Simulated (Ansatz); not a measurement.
# Mo: the cost of one run

Computed with Ansatz 0.2.0 (DFT PBEsol, scalar-relativistic, plane waves, PAW, unless a step's input says otherwise).

The COD entry's cell or inner coordinates are ideal or old and differ from later refinements, so a difference from it is no clean test against experiment.

2 further runs of the same task are left out: 2 set aside as unsound or not needed.

## Step 1: The system as given

The structure is cubic, space group Im-3m (No. 229). The conventional cell has a = 3.129 Å, b = 3.129 Å, c = 3.129 Å, α = 90.00°, β = 90.00°, γ = 90.00°. Mo (site symmetry m-3m) is surrounded by 8 Mo at 2.71 Å.

As a file:

```
Mo
1.0
    -1.56465    1.56465    1.56465
     1.56465   -1.56465    1.56465
     1.56465    1.56465   -1.56465
Mo
1
Direct
  0.00000 0.00000 0.00000
```

This cell was relaxed beforehand with the same method: volume 15.32 Å³/atom, gap on the mesh none (metal).

## Step 2: Bulk reference on the slab's mesh

Input file input.yaml:

```yaml
crystal:
  lattice:
    - [3.1293068541, 0.0, 0.0]
    - [0.0, 3.1293068541, 0.0]
    - [1.5646534271, -1.5646534271, 1.5646534271]
  atoms:
    - { symbol: Mo, position: [0.0, 0.0, 0.0] }
basis:
  ecutwfc: 420
kpoints:
  mp_grid: { grid: [11, 11, 22] }
hamiltonian:
  xc: pbesol
scf:
  occupations: { method: gaussian, width: 0.1 }
output:
  forces: true
  stress: true
  eigenvalues: true
```

Started as:

```sh
ansatz run input.yaml --threads 1 --pin off --max-ram 2560MiB --backend cpu --events-out ev --progress --plain --runs-dir out
```

Q: Estimate wall time and peak memory on 1 thread of Intel Xeon Platinum 8259CL at 2.50GHz (Skylake/Cascade Lake), shared host.

About 1.9 s, with a peak of 0.34 GiB.
